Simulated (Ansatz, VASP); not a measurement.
# SiC: VASP beside Ansatz

```
Si C
1.0
     0.00000    2.17400    2.17400
     2.17400    0.00000    2.17400
     2.17400    2.17400    0.00000
Si C
1 1
Direct
  0.00000 0.00000 0.00000
  0.75000 0.75000 0.75000
```

Alike in both runs: task single point; functional PBE; k mesh 8 × 8 × 8; occupations gaussian, width 0.1 eV; no spin polarisation.

```csv
,VASP,Ansatz
version,VASP 6.6.1,Ansatz 0.2.0
potentials or method,"VASP PAW PBE potentials, release 64 (Si, C)","scalar-relativistic, plane waves, PAW"
plane-wave cutoff (eV),520,420
valence electrons in the cell,8,8
```

|  | VASP | Ansatz | Ansatz less VASP |
| --- | --- | --- | --- |
| gap on the k mesh at the Fermi level (eV) | 1.35 | 1.35 | +0.003 |
| least direct gap on the mesh (eV) | 4.55 | 4.55 | +0.004 |
| pressure (GPa) | 4.8 | 4.8 | +0.06 |

A k mesh can miss the band edges. As with any semilocal functional, this PBE gap is likely too small.
